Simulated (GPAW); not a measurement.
HfN:

```
Hf N
1.0
     3.13391    0.00000    0.00000
    -1.56695    2.71404    0.00000
     0.00000    0.00000    5.41677
Hf N
2 2
Direct
  0.33333 0.66667 0.25000
  0.66667 0.33333 0.75000
  0.00000 0.00000 0.50000
  0.00000 0.00000 0.00000
```

The cell comes from a database or a generator and needn't be the stable form of this composition.

Base run:

* Program: GPAW 26.7.0
* Functional: LDA
* Potentials or basis: the program's PAW data sets (release 1.2.1) made for this functional
* Cutoff: 600 eV
* Basis: pw
* k mesh: 8 × 8 × 4
* Occupations: fermi-dirac, width 0.05 eV
* Spin: no spin polarisation

Its results: pressure -15.1 GPa.

Question: The run is repeated on the same cell with these changes: cutoff from 600 eV to 800 eV; k mesh from 8 × 8 × 4 to 7 × 7 × 4. What comes out?

Answer: Pressure -9.4 GPa.

Caveats: the cutoff is short for stress and forces, so pressures can be off by a GPa or more (some runs); so large a pressure means that the cell lies far from this level's equilibrium, or that cutoff or potentials fall short (some runs).

Not every run made on this cell is shown here.
